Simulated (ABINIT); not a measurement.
# ZrB2 in ABINIT: convergence with nband

Input of the first run (nband 10); the others differ in this setting and in those tied to it:

The input run.abi:

```
# Pseudopotentials
pp_dirpath "./"
pseudos "Zr.upf, B.upf"

# Structure
acell 5.9904318151 5.9904318151 6.6764023983
rprim
     1.0000000000     0.0000000000     0.0000000000
    -0.5000000000     0.8660254038     0.0000000000
     0.0000000000     0.0000000000     1.0000000000
ntypat 2
znucl 40 5
natom 3
typat 1 2 2
xred
     0.0000000000     0.0000000000     0.0000000000
     0.6666666667     0.3333333333     0.5000000000
     0.3333333333     0.6666666667     0.5000000000

# Plane-wave basis
ecut 1034.032677 eV

# k points
kptopt 1
ngkpt 10 10 8
nshiftk 1
shiftk 0.0 0.0 0.0

# Exchange and correlation
ixc 11

# Bands and occupations
nband 10
occopt 3
tsmear 0.1 eV

# SCF cycle
nstep 100
tolvrs 1.0e-10

# Output
iomode 3
prtwf 0
prtden 0
prteig 0
prtebands 0
```

Potentials or basis: PseudoDojo NC SR PBE v0.4.1 standard.

The run is started by

```console
$ abinit run.abi > log 2>&1
```

Hardware: 1 thread of Arm Neoverse V1, with other jobs on the host.

```csv
nband,"energy less the tightest run, at zero smearing (meV/atom)",SCF cycles,CPU time (s),peak memory (GiB)
10,0.00,38,150,0.08
11,0.00,13,64,0.09
12,0.00,10,56,0.09
13,0.00,8,52,0.09
14,0.00,8,55,0.09
17,0.00,8,68,0.1
23,0.00,8,94,0.12
```

Against the tightest run, the energy stays within 1 meV/atom from 10 on. The tightest run that finished is the yardstick and may itself not be fully converged.
